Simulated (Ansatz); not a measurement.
**Os: what symmetry allows forces and stress to be**

```xyz
2
Lattice="2.7341 0.0000 0.0000 -1.3670 2.3678 0.0000 0.0000 0.0000 4.3197" Properties=species:S:1:pos:R:3 pbc="T T T"
Os    0.0000    1.7285    1.0799
Os    1.3670    0.7893    3.2398
```

The calculation used Ansatz, DFT PBEsol, scalar-relativistic, plane waves, PAW.

Plane waves to 420 eV, a k mesh through Γ of 15×15×8 on the computed 2-atom cell and Gaussian smearing (0.10 eV); no spin polarisation.

This distorted cell has space group Cmcm, with 8 operations.

Question: Without a calculation: in which directions can each atom feel a force?

Answer: A force must be left unchanged by every operation that keeps its atom in place, so it lies in the space that those operations leave fixed. Atoms that the group maps onto each other feel forces of one size.
```json
{"atom": "Os1", "site symmetry": "m2m", "operations at the site": "4", "equivalent to atom": "1", "allowed force (Cartesian)": "along (0.00, 1.00, 0.00)"}
{"atom": "Os2", "site symmetry": "m2m", "operations at the site": "4", "equivalent to atom": "1", "allowed force (Cartesian)": "along (0.00, 1.00, 0.00)"}
```

That leaves 1 independent force component of 6. A relaxation in this cell that keeps the symmetry moves the atoms in these directions alone.

Question: And the stress tensor?

Answer: It must be invariant under the point group, which leaves 3 independent components: yz, xz, xy vanish.

Question: Do the computed values obey this?

Answer: Yes. Forces (eV/Å):
```
Os1  0.000 -1.361  0.000
Os2  0.000  1.361  0.000
```

Stress (GPa, compression positive, xx yy zz yz xz xy): -4.40 -0.32 0.83 0.00 0.00 0.00. The program imposes the same operations on density, forces and stress, so this confirms the analysis and is no independent test of the calculation.

Spin–orbit coupling is left out, which can shift energies with elements as heavy as these.